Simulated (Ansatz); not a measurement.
# A strain series on MgS (zincblende): epitaxial in the xy plane

Zincblende MgS, relaxed with r2SCAN in Ansatz, then strained (epitaxial in the xy plane; changes of length per length, axes as in the cell below) with the atoms relaxed again within the symmetry that is left. It is cubic, F-43m (No. 216); conventional cell a = 5.662 Å, 22.69 Å³ an atom. Mg is surrounded by 4 S at 2.45 Å; S is surrounded by 4 Mg at 2.45 Å. Spin-unpolarised throughout. Whether this structure exists isn't addressed.

```xyz
2
Lattice="0.0000 2.8309 2.8309 2.8309 0.0000 2.8309 2.8309 2.8309 0.0000" Properties=species:S:1:pos:R:3 pbc="T T T"
Mg    0.0000    0.0000    0.0000
S     1.4154    1.4154    1.4154
```

Gaps are the least over each mesh (PBE 8×8×8, r2SCAN 8×8×8, HSE06 6×6×6 when unstrained) and the special points, which keep their unstrained names; stress is the change from the unstrained cell, compression positive.

```tsv
strain (%)	free normal strain (%)	gap, PBE (eV)	gap, r2SCAN (eV)	gap, HSE06 (eV)	edges, HSE06	in-plane stress, r2SCAN (GPa)	energy rise, r2SCAN (meV/atom)
-5.0	+6.30	3.454	4.049	4.523	Γ–K (0.31) → Γ	+3.47	23.0
-1.54	+2.08	3.477	4.156	4.542	Γ	+0.91	2.0
0.0	0.00	3.466	4.142	4.528	Γ	0.00	0.0
+2.17	-3.17	3.316	3.987	4.371	Γ	-1.07	3.4
+2.87	-4.27	3.271	3.941	4.324	Γ	-1.35	5.7
+4.52	-7.02	3.171	3.841	4.219	Γ	-1.94	13.3
+5.85	-9.41	3.095	3.769	4.140	Γ	-2.33	21.1
```

Between zero and the nearest strains the slope of the HSE06 gap against strain is -0.009 eV per percent for negative and -0.072 for positive strain.

Where an edge lies off the special points, it is a point of the mesh or the k point where a search put PBE's edge or least direct gap, reused for the other functionals, whose own edges may lie a little apart.

The meshes of the hybrids are coarse, so their gaps aren't converged to the digits shown.
